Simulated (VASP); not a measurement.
MoSe2:

```
Mo Se
1.0
     3.28800    0.00000    0.00000
    -1.64400    2.84749    0.00000
     0.00000    0.00000   12.90000
Mo Se
2 4
Direct
  0.66667 0.33333 0.75000
  0.33333 0.66667 0.25000
  0.66667 0.33333 0.37500
  0.33333 0.66667 0.87500
  0.66667 0.33333 0.12500
  0.33333 0.66667 0.62500
```

Base run:

* Program: VASP 6.6.1
* Functional: r2SCAN
* Potentials or basis: VASP PAW PBE potentials, release 64 (Mo_sv, Se)
* Cutoff: 520 eV
* k mesh: 8 × 8 × 2
* Occupations: gaussian, width 0.02 eV
* Spin: spin-orbit coupling, no magnetisation

Its results: pressure 7.0 GPa; largest force 0.934 eV/Å.

Q: The run is repeated on the same cell with these changes: functional from r2SCAN to LDA; potentials or basis from VASP PAW PBE potentials, release 64 (Mo_sv, Se) to VASP PAW LDA potentials, release 64 (Mo_sv, Se). What comes out?

A: Pressure 1.2 GPa; largest force 0.667 eV/Å.

Caveats: the cell's inner coordinates are idealised or old, which leaves forces on the atoms; the PAW data sets were made with another functional, which shifts forces and pressure a little (some runs).
